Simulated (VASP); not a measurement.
SnSe:

```
Sn Se
1.0
     0.00000    2.98877    2.98877
     2.98877    0.00000    2.98877
     2.98877    2.98877    0.00000
Sn Se
1 1
Direct
  0.00000 0.00000 0.00000
  0.50000 0.50000 0.50000
```

Measurements of this composition are mostly on another form, of space group No. 62.

- Program: VASP 6.6.1
- Task: relaxation of cell and atoms
- Functional: PBE
- Potentials or basis: VASP PAW PBE potentials, release 64 (Sn_d, Se)
- Cutoff: 600 eV
- k mesh: 10 × 10 × 10
- Occupations: gaussian, width 0.02 eV
- Spin: no spin polarisation

At the start: pressure 2.2 GPa; volume 26.70 Å³/atom.

Question: How do energy, volume and symmetry change on relaxing?

Answer: Over 3 steps the energy falls by 7.7 meV/atom and the volume is 27.84 Å³/atom (+4.3 %); space group Fm-3m (No. 225, to 0.05 Å).

The path:
| step | energy change (eV) | largest force (eV/Å) | pressure (GPa) | volume (Å³) |
| --- | --- | --- | --- | --- |
| 1 | 0.0000 | 0.0000 | 2.24 | 53.40 |
| 2 | -0.0142 | 0.0000 | -0.55 | 56.34 |
| 3 | -0.0154 | 0.0000 | 0.01 | 55.68 |

Final structure:
```
Sn Se
1.0
     0.00000    3.03074    3.03074
     3.03074    0.00000    3.03074
     3.03074    3.03074    0.00000
Sn Se
1 1
Direct
  0.00000 0.00000 0.00000
  0.50000 0.50000 0.50000
```
